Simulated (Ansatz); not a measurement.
A crystal relaxed with r2SCAN in the plane-wave code Ansatz has space group R3m:H (No. 160) and a = 4.011 Å, c = 39.251 Å.

```tsv
atom	site	x	y	z
Al	3a	0.0000	0.0000	0.0002
Ga	3a	0.6667	0.3333	0.0834
Ga	3a	0.3333	0.6667	0.1667
Ga	3a	0.0000	0.0000	0.2499
Xx	3a	0.6667	0.3333	0.0207
Xx	3a	0.3333	0.6667	0.1042
Xx	3a	0.0000	0.0000	0.1874
Xx	3a	0.6667	0.3333	0.2708
```

With r2SCAN the gap is 1.17 eV and direct, at Γ. HSE06 gives a direct gap of 1.57 eV at Γ. The PBE gap is direct at Γ: 0.69 eV. Meshes: r2SCAN 8×8×8, HSE06 4×4×4, PBE 8×8×8.

Problem. Which element is Xx?
A. N
B. As
C. P
D. Bi

Solution. B. Xx is As: AlGa₃As₄ as one 8-atom ordering (R3m) on the zincblende lattice. Al is surrounded by 4 As at 2.45–2.46 Å; Ga is surrounded by 4 As at 2.46 Å; Ga is surrounded by 4 As at 2.45 Å; Ga is surrounded by 4 As at 2.45–2.46 Å; As is surrounded by 3 Al at 2.45 Å and 1 Ga at 2.46 Å; As is surrounded by 4 Ga at 2.45–2.46 Å; As is surrounded by 4 Ga at 2.45 Å; As is surrounded by 3 Ga at 2.46 Å and 1 Al at 2.46 Å.

The calculation is spin-unpolarised, and the structure need not be a phase that has been made.

Spin-orbit coupling is left out.
